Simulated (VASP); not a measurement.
The system is TiSi2.

```xyz
6
Lattice="0.0000 4.1175 4.2629 2.3895 0.0000 4.2629 2.3895 4.1175 0.0000" Properties=species:S:1:pos:R:3 pbc="T T T"
Ti    3.5843    6.1763    6.3943
Ti    2.3895    4.1175    4.2629
Si    1.1948    3.3975    2.1314
Si    1.1948    0.7200    2.1314
Si    2.3895    1.3387    4.2629
Si    2.3895    6.8963    4.2629
```

The cell is a database's computed one.

```yaml
Program: VASP 6.6.1
Task: relaxation of cell and atoms
Functional: revPBE
Potentials_or_basis: VASP PAW PBE potentials, release 64 (Ti_sv, Si)
Cutoff: 600 eV
k_mesh: 5 × 5 × 5
Occupations: fermi-dirac, width 0.05 eV
Spin: no spin polarisation
```

At the start: pressure 3.8 GPa; volume 13.98 Å³/atom.

Question: Where does the relaxation end?

Answer: Over 7 steps the energy falls by 4.7 meV/atom and the volume is 14.34 Å³/atom (+2.6 %); space group Fddd (No. 70, to 0.05 Å).

Step by step:
```csv
step,energy change (eV),largest force (eV/Å),pressure (GPa),volume (Å³)
1,0.0000,0.0474,3.78,83.88
2,-0.0047,0.0759,-3.13,87.95
3,-0.0267,0.0622,-0.01,85.98
4,-0.0267,0.0619,0.06,85.93
5,-0.0274,0.0480,0.05,85.96
6,-0.0279,0.0232,0.02,86.01
7,-0.0283,0.0039,-0.08,86.06
```

Final structure:
```
Ti Si
1.0
     0.00000    4.14553    4.31826
     2.40366    0.00000    4.31826
     2.40366    4.14553    0.00000
Ti Si
2 4
Direct
  0.75000 0.75000 0.75000
  0.50000 0.50000 0.50000
  0.41111 0.08889 0.41111
  0.08889 0.41111 0.08889
  0.16111 0.83889 0.16111
  0.83889 0.16111 0.83889
```

Caveat: the PAW data sets were made with another functional, which shifts forces and pressure a little.
